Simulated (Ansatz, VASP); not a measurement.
Two plane-wave programs on Si6Mo

INCAR

```
PREC = Accurate
ENCUT = 600
EDIFF = 1E-7
ISMEAR = 0
SIGMA = 0.1
LREAL = False
LASPH = True
NELM = 60
ALGO = Normal
ISIF = 3
LWAVE = False
LCHARG = False
GGA = PE
IBRION = 2
NSW = 90
EDIFFG = -0.04
```

The input KPOINTS:

```
Automatic mesh
0
Gamma
  4 4 4
```

Contents of POSCAR:

```
Si6Mo
1.0
    0.0000000000      3.9226479500      3.9226479500
    3.9226479500      0.0000000000      3.9226479500
    3.9226479500      3.9226479500      0.0000000000
Si Mo
6 1
Direct
    0.7368433200      0.2631566800      0.2631566800
    0.2631566800      0.7368433200      0.7368433200
    0.2631566800      0.7368433200      0.2631566800
    0.7368433200      0.2631566800      0.7368433200
    0.2631566800      0.2631566800      0.7368433200
    0.7368433200      0.7368433200      0.2631566800
    0.5000000000      0.5000000000      0.5000000000
```

Input for Ansatz:

```yaml
crystal:
  lattice:
    - [0.0, 3.92264795, 3.92264795]
    - [3.92264795, 0.0, 3.92264795]
    - [3.92264795, 3.92264795, 0.0]
  atoms:
    - { symbol: Si, position: [0.73684332, 0.26315668, 0.26315668] }
    - { symbol: Si, position: [0.26315668, 0.73684332, 0.73684332] }
    - { symbol: Si, position: [0.26315668, 0.73684332, 0.26315668] }
    - { symbol: Si, position: [0.73684332, 0.26315668, 0.73684332] }
    - { symbol: Si, position: [0.26315668, 0.26315668, 0.73684332] }
    - { symbol: Si, position: [0.73684332, 0.73684332, 0.26315668] }
    - { symbol: Mo, position: [0.5, 0.5, 0.5] }
basis:
  ecutwfc: 420
kpoints:
  mp_grid: { grid: [4, 4, 4] }
hamiltonian:
  xc: pbe
scf:
  occupations: { method: gaussian, width: 0.1 }
  lower_state_search: "off"
output:
  forces: true
  stress: true
  eigenvalues: true
relax:
  adjacent_minimum: "off"
  f_tol: 0.04
  max_steps: 70
  cell: { stress_tol: 0.4 }
```

Alike in both runs: task relaxation of cell and atoms; functional PBE; k mesh 4 × 4 × 4; occupations gaussian, width 0.1 eV; no spin polarisation.

|  | VASP | Ansatz |
| --- | --- | --- |
| version | VASP 6.6.1 | Ansatz 0.2.0 |
| potentials or method | VASP PAW PBE potentials, release 64 (Si, Mo_sv) | scalar-relativistic, plane waves, PAW |
| plane-wave cutoff (eV) | 600 | 420 |
| valence electrons in the cell | 38 | 38 |

Ansatz gave:

| Quantity | Value |
| --- | --- |
| gap on the k mesh at the Fermi level, each at its own relaxed structure (eV) | none |
| relaxed volume (Å³/atom) | 20.86 |
| relaxed cell length with the largest relative difference (Å) | 5.911 |
| energy change over the relaxation (meV/atom) | -3248 |

Q: Estimate VASP's values.

A: gap on the k mesh at the Fermi level, each at its own relaxed structure (eV): none; relaxed volume (Å³/atom): 20.81; relaxed cell length with the largest relative difference (Å): 5.906; energy change over the relaxation (meV/atom): -3267.

A gap of «none» marks a metal or a gap that the smearing closes.

Caveats: the volume moved by over 15 % at a fixed basis, so the end points are rough (VASP).
